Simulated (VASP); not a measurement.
# BaTiO3 (Pm-3m) in VASP: further runs

One crystal, BaTiO3, is run at these levels: PBE; tasks: single point.

Everything below comes from runs of VASP 6.6.1. Logs are shortened: lines on timing, memory, paths and dates and some standing lists are left out, and cuts for length are marked.

## (1) The undisturbed crystal

It takes space group Pm-3m (No. 221, cubic). Conventional cell: a = 4.006 Å, b = 4.006 Å, c = 4.006 Å, α = 90.00°, β = 90.00°, γ = 90.00°. Ba (site symmetry m-3m) has 12 O at 2.83 Å as nearest neighbours. Ti (site symmetry m-3m) has 6 O at 2.00 Å as nearest neighbours. O (site symmetry 4/mmm) has 2 Ti at 2.00 Å as nearest neighbours.

## (2) Single point, PBE

The input, INCAR:

```
  PREC = Accurate
  ENCUT = 460
  EDIFF = 1E-7
  ISMEAR = 0
  SIGMA = 0.05
  LREAL = F
  LASPH = T
  NELM = 100
  ALGO = Normal
  ISIF = 2
  LWAVE = F
  LCHARG = F
  GGA = PE
  ADDGRID = F
```

The input, KPOINTS:

```
regular mesh
0
Gamma
  7 7 7
```

The input, POSCAR:

```
BaTiO3
1.0
    4.0060000000      0.0000000000      0.0000000000
    0.0000000000      4.0060000000      0.0000000000
    0.0000000000      0.0000000000      4.0060000000
Ba Ti O
1 1 3
Direct
    0.4701120000      0.5031600000      0.5056990000
   -0.0202070000      0.0016430000     -0.0204470000
   -0.0270160000     -0.0188640000      0.5097340000
   -0.0003670000      0.4971430000     -0.0056670000
    0.4958670000     -0.0087980000      0.0064420000
```

Potentials or basis: VASP PAW PBE potentials, release 64 (Ba_sv, Ti_sv, O).

The run is started by

```bash
cat potpaw_PBE.64/Ba_sv/POTCAR potpaw_PBE.64/Ti_sv/POTCAR potpaw_PBE.64/O/POTCAR > POTCAR
mpirun -np 1 vasp_std > vasp.out
```

OUTCAR:

```text
PREC = Accurate
   ENCUT = 460
   EDIFF = 1E-7
   ISMEAR = 0
   LREAL = F
   LASPH = T
   NELM = 100
   ISIF = 2
   GGA = PE

 Found    172 irreducible k-points:

 Following reciprocal coordinates:
            Coordinates               Weight
  0.000000  0.000000  0.000000      1.000000
  0.142857  0.000000  0.000000      2.000000
  0.000000  0.142857  0.000000      2.000000
  0.000000  0.000000  0.142857      2.000000
  0.285714  0.000000  0.000000      2.000000
  0.000000  0.285714  0.000000      2.000000
   k-points           NKPTS =    172   k-points in BZ     NKDIM =    172   number of bands    NBANDS=     24
   number of dos      NEDOS =    301   number of ions     NIONS =      5
   total plane-waves  NPLWV =  21952
   dimension x,y,z NGX =    28 NGY =   28 NGZ =   28
   dimension x,y,z NGXF=    56 NGYF=   56 NGZF=   56
   ions per type =               1   1   3
   NGX,Y,Z   is equivalent  to a cutoff of  11.62, 11.62, 11.62 a.u.
   NGXF,Y,Z  is equivalent  to a cutoff of  23.24, 23.24, 23.24 a.u.
 SYSTEM =  unknown system
   PREC   = accura    normal or accurate (medium, high low for compatibility)
   ISTART =      0    job   : 0-new  1-cont  2-samecut
   ICHARG =      2    charge: 1-file 2-atom 10-const
   ISPIN  =      1    spin polarized calculation?
   LNONCOLLINEAR =      F non collinear calculations
   LSORBIT =      F    spin-orbit coupling
   LASPH  =      T    aspherical Exc in radial PAW
   ENCUT  =  460.0 eV  33.81 Ry    5.81 a.u.   7.01  7.01  7.01*2*pi/ulx,y,z
   NELM   =    100;   NELMIN=  2; NELMDL= -5     # of ELM steps
   EDIFF  = 0.1E-06   stopping-criterion for ELM
   LREAL  =      F    real-space projection
   EDIFFG = 0.1E-05   stopping-criterion for IOM
   NSW    =      0    number of steps for IOM
   IBRION =     -1    ionic relax: 0-MD 1-quasi-New 2-CG
   NFREE  =      0    steps in history (QN), initial steepest desc. (CG)
   ISIF   =      2    stress and relaxation
   ISYM   =      2    0-nonsym 1-usesym 2-fastsym
   POTIM  = 0.5000    time-step for ionic-motion
   TEBEG  =    0.0;   TEEND  =   0.0 temperature during run
   PSTRESS=    0.0 pullay stress
   NELECT =      40.0000    total number of electrons
   NUPDOWN=      -1.0000    fix difference up-down
   EMIN   =  10.00;   EMAX   =-10.00  energy-range for DOS
   EFERMI =   0.00;   METHOD = LEGACY
   ISMEAR =     0;   SIGMA  =   0.05  broadening in eV -4-tet -1-fermi 0-gaus
   EFERMI_NEDOS =   21; number of points for ismear=-14 and -15
   IALGO  =     38    algorithm
   IMIX   =      4    mixing-type and parameters
     AMIX     =   0.40;   BMIX     =  1.00
     AMIX_MAG =   1.60;   BMIX_MAG =  1.00
  volume/ion in A,a.u.               =      12.86        86.77
  Fermi-wavevector in a.u.,A,eV,Ry     =   1.397603  2.641087 26.576187  1.953295
  Thomas-Fermi vector in A             =   2.520843
   LORBIT       =      0    0 simple, 1 ext, 2 COOP (PROOUT), +10 PAW based schemes
   GGA     = PE    functional components
   LHFCALC =     F    Hartree Fock is set to
   AEXX    =    0.0000 exact exchange contribution
   IVDW    =     0    specifies the selected vdW correction
   LEPSILON=     F    determine dielectric tensor
   LRPA    =     F    only Hartree local field effects (RPA)
 non-spin polarized calculation
 Gauss-broadening in eV      SIGMA  =   0.05
  energy-cutoff  :      460.00
  volume of cell :       64.29
 maximum number of plane-waves:      1451
   NGX = 15   NGY = 15   NGZ = 15

 number of electron      39.9999995 magnetization

 Free energy of the ion-electron system (eV)
  ---------------------------------------------------
  ext. energy  EPLUGINS =         0.00000000
  ---------------------------------------------------
  free energy    TOTEN  =       -39.93436503 eV

  energy without entropy =      -39.93436503  energy(sigma->0) =      -39.93436503

 E-fermi :   4.0274     XC(G=0): -11.2368

 val. band max:        3.7404899608   @ k =  -0.4286  -0.4286   0.4286
 cond. band min:       5.7247362500   @ k =   0.0000   0.0000   0.0000
 fundamental gap:      1.9842462892
 Fermi energy:         4.0273546770

 k-point     1 :       0.0000    0.0000    0.0000
  band No.  band energies     occupation
      1     -52.7323      2.00000
      2     -28.9812      2.00000
      3     -28.9531      2.00000
      4     -28.9452      2.00000
      5     -21.0137      2.00000
      6     -13.0787      2.00000
      7     -12.4313      2.00000
      8     -12.3674      2.00000
      9      -6.1930      2.00000
     10      -6.1855      2.00000
     11      -6.1835      2.00000
     12       1.4895      2.00000
     13       1.5117      2.00000
     14       1.5144      2.00000
     15       2.5760      2.00000
     16       2.5998      2.00000
     17       2.7068      2.00000
     18       3.4823      2.00000
     19       3.4954      2.00000
     20       3.5339      2.00000
     21       5.7247      0.00000
     22       5.8544      0.00000
     23       5.8881      0.00000
     24       7.8476      0.00000

 k-point     2 :       0.1429    0.0000    0.0000
  band No.  band energies     occupation
      1     -52.7321      2.00000
      2     -28.9808      2.00000
      3     -28.9629      2.00000
      4     -28.9448      2.00000
      5     -20.9918      2.00000
      6     -13.0967      2.00000
      7     -12.4225      2.00000
      8     -12.3482      2.00000
      9      -6.1680      2.00000
     10      -6.1559      2.00000
     11      -6.1003      2.00000
     12       1.1737      2.00000
     13       1.4427      2.00000
     14       1.4508      2.00000
     15       2.3427      2.00000
     16       2.4028      2.00000
     17       2.5544      2.00000
     18       3.0749      2.00000
     19       3.3729      2.00000
     20       3.4645      2.00000
     21       5.8327      0.00000
     22       6.1132      0.00000
     23       6.1532      0.00000
     24       7.9057      0.00000

 k-point     3 :       0.0000    0.1429    0.0000
  band No.  band energies     occupation
      1     -52.7321      2.00000
      2     -28.9808      2.00000
      3     -28.9552      2.00000
      4     -28.9526      2.00000
      5     -20.9920      2.00000
      6     -13.0963      2.00000
      7     -12.4175      2.00000
      8     -12.3521      2.00000
      9      -6.1605      2.00000
     10      -6.1538      2.00000
     11      -6.1110      2.00000
     12       1.1881      2.00000
     13       1.4331      2.00000
     14       1.4521      2.00000
     15       2.2845      2.00000
     16       2.4238      2.00000
     17       2.5933      2.00000
     18       3.0460      2.00000
     19       3.3721      2.00000
     20       3.4724      2.00000
     21       5.8732      0.00000
     22       6.0714      0.00000
     23       6.1570      0.00000
     24       7.9339      0.00000

 k-point     4 :       0.0000    0.0000    0.1429
  band No.  band energies     occupation
      1     -52.7321      2.00000
      2     -28.9910      2.00000
      3     -28.9527      2.00000
      4     -28.9448      2.00000
      5     -20.9918      2.00000
      6     -13.0792      2.00000
      7     -12.4306      2.00000
      8     -12.3584      2.00000
      9      -6.1652      2.00000
     10      -6.1596      2.00000
     11      -6.0996      2.00000
     12       1.1500      2.00000
     13       1.4495      2.00000
     14       1.4595      2.00000
     15       2.3134      2.00000
     16       2.3990      2.00000
     17       2.5922      2.00000
     18       3.1081      2.00000
     19       3.3955      2.00000
     20       3.4130      2.00000
     21       5.7716      0.00000
     22       6.1451      0.00000
     23       6.2091      0.00000
     24       7.8497      0.00000

 k-point     5 :       0.2857    0.0000    0.0000
  band No.  band energies     occupation
      1     -52.7317      2.00000
      2     -28.9852      2.00000
      3     -28.9796      2.00000
      4     -28.9440      2.00000
      5     -20.9418      2.00000
      6     -13.1945      2.00000
      7     -12.3973      2.00000
      8     -12.2410      2.00000
      9      -6.0983      2.00000
     10      -6.0868      2.00000
     11      -5.9280      2.00000
     12       0.4717      2.00000
     13       1.2405      2.00000
     14       1.2697      2.00000
     15       1.9455      2.00000
     16       2.1193      2.00000
     17       2.2667      2.00000
     18       2.4329      2.00000
     19       3.1495      2.00000
     20       3.2056      2.00000
     21       5.9052      0.00000
     22       6.7650      0.00000
     23       6.8261      0.00000
     24       7.9065      0.00000

 k-point     6 :       0.0000    0.2857    0.0000
  band No.  band energies     occupation
      1     -52.7317      2.00000
      2     -28.9800      2.00000
      3     -28.9770      2.00000
      4     -28.9519      2.00000
      5     -20.9423      2.00000
      6     -13.1922      2.00000
      7     -12.3936      2.00000
      8     -12.2425      2.00000
      9      -6.0888      2.00000
     10      -6.0842      2.00000
     11      -5.9435      2.00000
     12       0.4840      2.00000
     13       1.2489      2.00000
     14       1.2595      2.00000
     15       1.8547      2.00000
     16       2.1273      2.00000
     17       2.3307      2.00000
     18       2.4396      2.00000
     19       3.0982      2.00000
     20       3.2243      2.00000
     21       5.9367      0.00000
     22       6.7501      0.00000
     23       6.8127      0.00000
     24       7.9319      0.00000

 [... further k-points ...]
[... 5 lines left out ...]
  --------------------------------------------------------------------------------------
  -------------------------------------------------------------------------------------
  Total        1.5050674      1.2569505      2.1027629     -0.0870903     -0.1138100     -0.1479760
  in kB       37.5088454     31.3253500     52.4044364     -2.1704384     -2.8363404     -3.6878152
  external PRESSURE =      40.4128773 kB  Pullay stress =       0.0000000 kB

 VOLUME and BASIS-vectors are now :
 -----------------------------------------------------------------------------
  energy-cutoff  :      460.00
  volume of cell :       64.29
      direct lattice vectors                 reciprocal lattice vectors
     4.006000000  0.000000000  0.000000000     0.249625562  0.000000000  0.000000000
     0.000000000  4.006000000  0.000000000     0.000000000  0.249625562  0.000000000
     0.000000000  0.000000000  4.006000000     0.000000000  0.000000000  0.249625562

 POSITION                                       TOTAL-FORCE (eV/Angst)
 -----------------------------------------------------------------------------------
      1.88327      2.01566      2.02583         0.391770     -0.186602     -0.390710
      3.92505      0.00658      3.92409        -0.375705      0.022702      0.102755
      3.89777      3.93043      2.04199         0.350224      0.403268      0.045882
      4.00453      1.99155      3.98330        -0.181912     -0.444996      0.243873
      1.98644      3.97076      0.02581        -0.184377      0.205628     -0.001800
 -----------------------------------------------------------------------------------
    total drift:                                0.000080      0.000238      0.000478

  FREE ENERGIE OF THE ION-ELECTRON SYSTEM (eV)
  ---------------------------------------------------
  free  energy   TOTEN  =       -39.9343650266 eV

  energy  without entropy=      -39.9343650266  energy(sigma->0) =      -39.93436503
```

Run time: 1.7 min. Hardware: 1 thread of Intel Xeon 6975P-C (Granite Rapids), shared host; peak memory 0.33 GiB.

The run converged, but some of its settings lie outside the range that counts as converged, so its numbers aren't taken as properties of the crystal.

Results:

```yaml
Free_energy: -39.9344 eV
Pressure: 4.0 GPa
Largest_force: 0.584 eV/Å
Band_gap_on_the_k_mesh: 1.98 eV, indirect (least direct gap 2.19 eV)
```

Caveat: the cutoff is under 1.25 times the usual one of these potentials, so pressure, stress and relaxed cells hold a basis-set (Pulay) error; spin-orbit coupling is left out, which moves the levels of the heavy elements; an odd mesh through Γ misses points on the zone boundary, where band edges often lie.

## (3) Single point, PBE

INCAR, as its differences from that of step 2:

```diff
@@ -1,3 +1,3 @@
-  PREC = Accurate
-  ENCUT = 460
+  PREC = Low
+  ENCUT = 520
   EDIFF = 1E-7
```

KPOINTS is that of step 2.

POSCAR is that of step 2.

Potentials or basis: VASP PAW PBE potentials, release 64 (Ba_sv, Ti_sv, O).

The run is started by

```bash
cat potpaw_PBE.64/Ba_sv/POTCAR potpaw_PBE.64/Ti_sv/POTCAR potpaw_PBE.64/O/POTCAR > POTCAR
mpirun -np 1 vasp_std > vasp.out
```

Run time: 69 s. Hardware: 1 thread of Intel Xeon 6975P-C (Granite Rapids), shared host; peak memory 0.33 GiB.

These settings aren't checked as converged: the numbers below hold their error.

Results:

- Free energy: -39.9323 eV
- Pressure: 4.9 GPa
- Largest force: 0.583 eV/Å
- Band gap on the k mesh: 1.98 eV, indirect (least direct gap 2.19 eV)

Caveat: spin-orbit coupling is left out, which moves the levels of the heavy elements; an odd mesh through Γ misses points on the zone boundary, where band edges often lie.
